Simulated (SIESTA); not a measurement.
Crystal: Cu.

```
Cu
1.0
     0.00000    1.80750    1.80750
     1.80750    0.00000    1.80750
     1.80750    1.80750    0.00000
Cu
1
Direct
  0.00000 0.00000 0.00000
```

Program: SIESTA 5.4.2. Alike in all runs: task band structure; no spin polarisation; cell as given; k mesh 13 × 13 × 13; smearing fermi-dirac 0.05 eV; grid cutoff 800 Ry; energy shift 0.002 Ry.

**Question.** Order these runs on this cell by their pressure, lowest first.
A. level vdW-DF-cx; potentials or basis PseudoDojo 0.4 standard (PBE files), DZP (energy shift 0.002 Ry)
B. level AM05; potentials or basis PseudoDojo 0.4 standard (PBEsol files), DZP (energy shift 0.002 Ry)
C. level PBE; potentials or basis PseudoDojo 0.4 standard (PBE files), DZP (energy shift 0.002 Ry)

**Answer.** B (-8.2 GPa), A (-5.4 GPa), C (0.8 GPa).

Caveats: semicore shells carry a single zeta, which can move pressures by several GPa and volumes by a few percent; the basis of atomic orbitals isn't converged, which shifts pressures, moduli and gaps; the potentials were made for another functional, which shifts forces and pressure (some runs).
